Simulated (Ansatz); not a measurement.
# Fe (Im-3m) in Ansatz: further runs

One crystal, Fe, is run at these levels: PBEsol; tasks: single point.

All numbers are computed with Ansatz 0.2.0; they aren't measurements. Logs are shortened: lines on timing, memory, paths and dates and some standing lists are left out, and cuts for length are marked.

## 1. The crystal as given

Symmetry: Im-3m, No. 229, cubic system. Conventional cell: a = 2.886 Å, b = 2.886 Å, c = 2.886 Å, α = 90.00°, β = 90.00°, γ = 90.00°. Around Fe (site symmetry m-3m) lie 8 Fe at 2.50 Å.

## 2. Single point, PBEsol, collinear spin, ferromagnetic start

Contents of input.yaml:

```yaml
crystal:
  lattice:
    - [-1.443, 1.443, 1.443]
    - [1.443, -1.443, 1.443]
    - [1.443, 1.443, -1.443]
  atoms:
    - { symbol: Fe, position: [0.0, 0.0, 0.0], spin: 3.0 }
kpoints:
  mp_grid: { grid: [13, 13, 13] }
scf:
  occupations: { method: fermi_dirac, width: 0.05 }
hamiltonian:
  xc: pbesol
  pseudopotentials: { kind: all_electron, lapw: { basis_error: 0.001 } }
magnetization:
  spin_polarized: true
output:
  forces: true
  stress: true
  eigenvalues: true
```

Potentials or basis: all-electron LAPW, scalar-relativistic.

Launch:

```bash
$ ansatz run input.yaml --threads 2 --pin off --max-ram 6144MiB --backend cpu --events-out ev --progress --plain --runs-dir out
```

Output:

```text
Warning: RAYON_NUM_THREADS=2 ignored (pool sized by the plan → 2); use --threads N
LAPW: plane waves up to 8.912 Å⁻¹, error target 1.0e-3 eV per atom; small_component_spin mean_spin; Fe in spheres of 1.250 Å, 16 of its electrons in bands, Dirac shells [] (how accurate: hamiltonian.pseudopotentials.lapw.basis_error, Limitations)
Engine: ansatz 0.2.0, aarch64-unknown-linux-gnu
Pseudopotentials: kind: all_electron
Pseudopotential: Fe, LAPW, valence charge 16, lapw/all_electron/scalar/gaussian/Fe, Koelling and Harmon's equation, gaussian nucleus
Functional definition: PBEsol
  exchange = pbesol_x
  correlation = pbesol_c
Crystal: 1 atoms, lattice volume = 12.019 Å³
Basis set: ecut = 302.62639679349064 eV, 141 PW (Γ), exchange–correlation at level 2
Bands: 14, of which v1, the nominal top of the filled ones, is band 8 counted from 1 (7 counted from 0)
Symmetry: 48 space group operations
Space group: Im-3m (ITA 229), of the structure as read, at distance tolerance 2.3e-5 Å
Magnetic group: BNS 229.140 (UNI 1642), of the structure as read, at distance tolerance 2.3e-5 Å
k-points: 84 of 2197
Non-local potential: Fe, projectors of the file, none
Initial density: superposition of atomic densities (chi_scale 0.1, normalization cell)
Starting moments: Σ|m| = 3 μB on 1 of 1 site
Initial wavefunctions: plane waves of lowest kinetic energy (no species holds an atomic orbital)
Functional: x = pbesol(κ = 0.804, μ = 0.12345679012345678), c = pbesol(β = 0.046)
iter 1 solved again at ethr=3.23e-5 eV; its pass at ethr=1.00e-1 eV (dr2=5.17e-3 eV) is discarded
SCF iter   1: F=—  HF=-34602.318955 eV  |F-HF|=—  |Δ(HF+E_count)|=         —  Δρ=2.55e-2 (↑2.55e-2 ↓2.42e-2)  dr2=5.26e-3  dr2_m=6.51e-2  M=2.430 μB ∫|m|=2.457 μB  β_m=0.30  ethr=3.23e-5  ⟨swp⟩=3.4  Hψ=18106  notcnv=0
Mixer restart at iter 1: flushing history
preconditioner: auto → none  [metal: Δε(μ)=0.015 eV  Ē_g=14.494 eV  σ=0.050 eV  W_gap=0.07  n_scr=0 (ndim 8)  ℏωp=30.3 eV  f_vac=0.000  D(μ)=1.20/eV (n_scr^D=12)]
SCF iter   2: F=—  HF=-34602.347005 eV  |F-HF|=—  |Δ(HF+E_count)|=   2.81e-2  Δρ=1.69e-2 (↑1.69e-2 ↓1.68e-2)  dr2=1.12e-3  dr2_m=3.06e-2  M=2.435 μB ∫|m|=2.475 μB  β_m=0.48  ethr=3.23e-5  ⟨swp⟩=2.1  Hψ=6539  notcnv=0
SCF iter   3: F=—  HF=-34602.396340 eV  |F-HF|=—  |Δ(HF+E_count)|=   4.93e-2  Δρ=1.16e-2 (↑1.16e-2 ↓1.06e-2)  dr2=1.39e-3  dr2_m=1.28e-2  M=2.298 μB ∫|m|=2.380 μB  β_m=0.49  ethr=6.99e-6  ⟨swp⟩=3.0  Hψ=7402  notcnv=0
iter 4 solved again at ethr=1.93e-7 eV; its pass at ethr=6.99e-6 eV (dr2=3.09e-5 eV) is discarded
SCF iter   4: F=—  HF=-34602.401415 eV  |F-HF|=—  |Δ(HF+E_count)|=   5.08e-3  Δρ=1.00e-3 (↑9.15e-4 ↓1.00e-3)  dr2=3.09e-5  dr2_m=8.13e-5  M=2.250 μB ∫|m|=2.371 μB  β_m=0.71  ethr=1.93e-7  ⟨swp⟩=2.0  Hψ=11745  notcnv=0
SCF iter   5: F=—  HF=-34602.402911 eV  |F-HF|=—  |Δ(HF+E_count)|=         —  Δρ=2.02e-4 (↑2.02e-4 ↓1.22e-4)  dr2=8.89e-7  dr2_m=2.68e-6  M=2.257 μB ∫|m|=2.373 μB  β_m=0.86  ethr=1.93e-7  ⟨swp⟩=3.0  Hψ=6456  notcnv=0
the basis was enlarged: its passes take 1.1 MiB over the memory plan, 2 of 2 planned eigensolver slots
SCF iter   6: F=—  HF=-34602.402923 eV  |F-HF|=—  |Δ(HF+E_count)|=   1.18e-5  Δρ=1.89e-4 (↑1.86e-4 ↓1.89e-4)  dr2=4.18e-8  dr2_m=3.86e-6  M=2.255 μB ∫|m|=2.371 μB  β_m=0.87  ethr=5.56e-9  ⟨swp⟩=3.0  Hψ=6528  notcnv=0
SCF iter   7: F=—  HF=-34602.402920 eV  |F-HF|=—  |Δ(HF+E_count)|=   3.32e-6  Δρ=3.83e-5 (↑3.83e-5 ↓3.30e-5)  dr2=3.65e-9  dr2_m=1.38e-7  M=2.253 μB ∫|m|=2.369 μB  β_m=0.94  ethr=2.61e-10  ⟨swp⟩=3.0  Hψ=6812  notcnv=0
SCF iter   8: F=—  HF=-34602.402922 eV  |F-HF|=—  |Δ(HF+E_count)|=   2.02e-6  Δρ=2.87e-5 (↑2.87e-5 ↓2.56e-5)  dr2=8.42e-9  dr2_m=7.82e-8  M=2.254 μB ∫|m|=2.369 μB  β_m=0.82  ethr=2.28e-11  ⟨swp⟩=3.9  Hψ=7322  notcnv=0
SCF iter   9: F=—  HF=-34602.402922 eV  |F-HF|=—  |Δ(HF+E_count)|=   4.17e-8  Δρ=2.91e-6 (↑2.91e-6 ↓1.73e-6)  dr2=1.91e-10  dr2_m=5.55e-10  M=2.253 μB ∫|m|=2.369 μB  β_m=0.91  ethr=2.28e-11  ⟨swp⟩=3.0  Hψ=6590  notcnv=0
SCF iter  10: F=-34602.402922 eV  HF=-34602.402922 eV  |F-HF|=3.64e-11  |Δ(HF+E_count)|=   6.80e-9  Δρ=3.51e-7 (↑2.98e-7 ↓3.51e-7)  dr2=4.74e-12  dr2_m=9.81e-12  M=2.253 μB ∫|m|=2.369 μB  ethr=1.20e-12  ⟨swp⟩=3.0  Hψ=6392  notcnv=0
SCF 1 converged in 10 iterations: F = -34602.402922 eV  dr2 = 4.74e-12
SCF converged after 10 iterations
Magnetization: 2.2535 μB (9.1267 up, 6.8733 down)
Absolute magnetization: 2.3693 μB (∫|ρ↑−ρ↓|)
Spin contamination: 0.0382 ħ² per cell (⟨S²⟩ above its minimum at these occupations)
Per-site moments (μB) at R_I (Å): [(2.307874138704342, 1.2496746390393352)]
Free energy (F): -34602.402922 eV
Harris-Foulkes:  -34602.402922 eV  (|F-HF|=3.64e-11)
Internal energy: -34602.392801 eV  (E = F + TS)
E sigma→0 (E₀):  -34602.397861 eV
Entropy (-TS):   -0.010120 eV (-10.120 meV/atom)
Fermi energy:    17.220617 eV
--- Per-component energies (eV) ---
  E_band       = -229.163938
  E_kinetic    = 35070.910885
  E_xc         = -1489.629275
  E_electrostatic = -68183.674411  (all electrons and nuclei)
  E_smearing   = -0.010120  (= −TS)
  E_closure    = 0.000000  (closes the sum)
  E_atoms      = -34592.699444  (free atoms, spherical and without spin; not in F)
  Σ components = -34602.402922   (vs F -34602.402922, Δ=0.00e0)
  Basis errors (estimates in eV, not in F): energy 2.6e-4 per atom: plane waves 2.3e-4 (1.2e-4 summed), levels above the bands 2.8e-174, relativity 3.9e-8, radial functions 2.9e-5, core shells 3.7e-9; eigenvalues (radial functions only) 3.4e-5; not estimated: angular momenta, meshes, grids; target (lapw.basis_error) 1.0e-3; muffin-tin radii Fe 1.250 Å
--- Forces (eV/Å), atoms counted from 1 ---
  atom   1  Fe     0.00000000    -0.00000000    -0.00000000
  max |Σ_I F_I| component: 2.30e-31 eV/Å
--- Stress (GPa, compression-positive) ---
      -18.104929       0.000000       0.000000
        0.000000     -18.104929      -0.000000
        0.000000      -0.000000     -18.104929
  P = ⅓ Tr σ = -18.1049 GPa (-181.049 kbar)
--- Band table (eV; the first three rows and the last of 168) ---
  k-point 0 ↑: bands = ["-70.4922", "-36.4601", "-36.4601", "-36.4601", "8.9817", "15.0280", "15.0280", "15.0280", "16.1801", "16.1801", "41.0237", "41.0237", "41.0237", "46.1905"]
  k-point 1 ↑: bands = ["-70.4886", "-36.4802", "-36.4669", "-36.4601", "9.2161", "14.9662", "15.0221", "15.1501", "16.1205", "16.1849", "39.6196", "40.6960", "40.8771", "45.2464"]
  k-point 2 ↑: bands = ["-70.4786", "-36.5355", "-36.4855", "-36.4600", "9.8919", "14.7978", "14.9733", "15.4990", "16.0172", "16.2015", "36.6085", "39.5095", "40.5537", "42.9567"]
  k-point 83 ↓: bands = ["-67.6888", "-34.0976", "-34.0939", "-34.0939", "14.5515", "14.5721", "19.4360", "19.4360", "19.5281", "26.2315", "27.1755", "27.1755", "33.4019", "33.8554"]
```

Wall time 8.1 s (2 threads of Arm Neoverse V2, shared host); peak memory 0.34 GiB.

What came out:

```
Free energy            : -34602.4029 eV
Pressure               : -18.1 GPa
Band gap on the k mesh : none (metal or under the smearing width)
Net moment             : 2.25 μB per cell
Absolute moment        : 2.37 μB per cell
Site moments           : Fe +2.31 μB
```

## 3. Single point, PBEsol

input.yaml: that of step 2 with these lines changed.

```diff
@@ -6,3 +6,3 @@
   atoms:
-    - { symbol: Fe, position: [0.0, 0.0, 0.0], spin: 3.0 }
+    - { symbol: Fe, position: [0.0, 0.0, 0.0] }
 kpoints:
@@ -14,4 +14,2 @@
   pseudopotentials: { kind: all_electron, lapw: { basis_error: 0.001 } }
-magnetization:
-  spin_polarized: true
 output:
```

Potentials or basis: all-electron LAPW, scalar-relativistic.

Launch:

```bash
$ ansatz run input.yaml --threads 2 --pin off --max-ram 6144MiB --backend cpu --events-out ev --progress --plain --runs-dir out
```

It took 2.5 s on 2 threads of Arm Neoverse V2, shared host; peak memory 0.25 GiB.

It converged, with:

```yaml
Free_energy: -34601.8432 eV
Pressure: -35.0 GPa
Band_gap_on_the_k_mesh: none (metal or under the smearing width)
```

Levels at points of the mesh, in eV from the Fermi level:
```tsv
k point	band 5	band 6	band 7	band 8	band 9	band 10	band 11	band 12
(0.00, 0.00, 0.00)	-8.24	-1.49	-1.49	-1.49	-0.04	-0.04	23.66	23.66
```

Caveat: a pressure of tens of GPa on the cell as given is suspect, and the run, the potentials or the cell itself is likely at fault; the run has no spin polarisation, though such a crystal can be magnetic. Spin polarisation is off, so any magnetic state and its effect on volume and gap are missing.
